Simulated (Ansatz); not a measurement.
ZnS (P6_3mc), clamped-ion strain scan

These are results of DFT r2SCAN, scalar-relativistic, plane waves, PAW in Ansatz, not measurements. Cutoff 500 eV, Γ-centred 6×6×4 k-points, Gaussian smearing of 0.05 eV. No spin polarisation. Energies are free energies at this smearing, counted from the undisturbed cell; pressure is positive in compression.

Reference structure (as given, not relaxed at this level; it stands at 0.1 GPa):

```
Zn S
1.0
     3.81100    0.00000    0.00000
    -1.90550    3.30042    0.00000
     0.00000    0.00000    6.23400
Zn S
2 2
Cartesian
  0.0000 2.2003 0.0000
  1.9055 1.1001 3.1170
  0.0000 2.2003 2.4001
  1.9055 1.1001 5.5171
```

The cell is strained by ε times the Voigt pattern (0, 0, 0, 0, 0, 1) (xx, yy, zz, yz, xz, xy; engineering shear) with fractional coordinates fixed.

```csv
ε,ΔE (meV/atom)
-0.0200,1.5
-0.0100,0.4
0.0000,0.0
0.0025,0.0
0.0050,0.1
0.0075,0.2
0.0125,0.6
0.0150,0.8
0.0175,1.1
```

Task: Predict the pressure (GPa) at each point.

Result:
```csv
ε,pressure (GPa)
-0.0200,0.2
-0.0100,0.1
0.0000,0.1
0.0025,0.1
0.0050,0.1
0.0075,0.1
0.0125,0.1
0.0150,0.1
0.0175,0.2
```